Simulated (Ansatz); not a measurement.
# La (simple hexagonal type): the cost of one run

Computed with Ansatz 0.2.0 (DFT PBE, with the methods named in each step, unless a step's input says otherwise).

**1. Starting point**

It takes space group P6/mmm (No. 191, hexagonal). Conventional cell: a = 3.626 Å, b = 3.626 Å, c = 3.409 Å, α = 90.00°, β = 90.00°, γ = 120.00°. La (site symmetry 6/mmm) is surrounded by 8 La at 3.41 to 3.63 Å.

As a file:

```
CELL_PARAMETERS angstrom
3.62629 0.00000 0.00000
-1.81314 3.14046 0.00000
0.00000 0.00000 3.40871
ATOMIC_POSITIONS crystal
La 0.00000 0.00000 0.00000
```

Whether this phase is the stable one at these pressures isn't tested.

**2. Cell relaxed at zero pressure, PAW**

File input.yaml:

```yaml
crystal:
  lattice:
    - [3.6262864059, 0.0, 0.0]
    - [-1.813143203, 3.1404561489, 0.0]
    - [0.0, 0.0, 3.4087092216]
  atoms:
    - { symbol: La, position: [0.0, 0.0, 0.0] }
kpoints:
  mp_grid: { grid: [12, 12, 11] }
scf:
  occupations: { method: fermi_dirac, width: 0.08 }
hamiltonian:
  xc: pbe
  pseudopotentials: { kind: paw }
output:
  forces: true
  stress: true
  write_density: true
  write_potential: true
  elf: true
  volumetric_format: npy
relax:
  f_tol: 0.005
  max_steps: 40
  cell: {}
```

Started as:

```
ansatz run input.yaml --threads 1 --pin off --max-ram 2048MiB --backend cpu --events-out ev --progress --plain --runs-dir out
```

What time and memory should one allow on 1 thread of Arm Neoverse V1, shared host?

About 20 s, with a peak of 0.35 GiB.
